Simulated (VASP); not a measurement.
## Rh under changes of volume

One of the cells (13.496 Å³/atom); the others are scaled copies at fixed shape and fractional positions:

```
Rh
1.0
     0.00000    1.88967    1.88967
     1.88967    0.00000    1.88967
     1.88967    1.88967    0.00000
Rh
1
Direct
  0.00000 0.00000 0.00000
```

| Item | Value |
| --- | --- |
| Program | VASP 6.6.1 |
| Functional | PBEsol |
| Potentials or basis | VASP PAW PBE potentials, release 64 (Rh_pv) |
| Cutoff | 520 eV |
| k mesh | 10 × 10 × 10 |
| Occupations | fermi-dirac, width 0.05 eV |
| Spin | no spin polarisation |

```csv
volume (Å³/atom),energy over the lowest point (meV/atom),pressure (GPa)
12.956,22.05,13.5
13.226,5.37,6.4
13.496,0.00,0.1
13.765,4.65,-5.5
14.035,?,?
```

**Question.** What does the run at 14.035 Å³/atom give?

**Answer.** Energy over the lowest point 18.14 meV/atom; pressure -10.5 GPa.

Worked out: A Birch-Murnaghan fit of order 2 (a polynomial in V^(-2/3)) to the other rows has its minimum at 13.50 Å³/atom with B0 = V·E''(V) = 300 GPa. It gives 18.53 meV/atom at 14.035 Å³/atom, against the run's 18.14, and -dE/dV = -10.8 GPa, against -10.5.

Energies are extrapolated to zero smearing.

Caveats: the PAW data sets were made with another functional, which shifts forces and pressure a little.
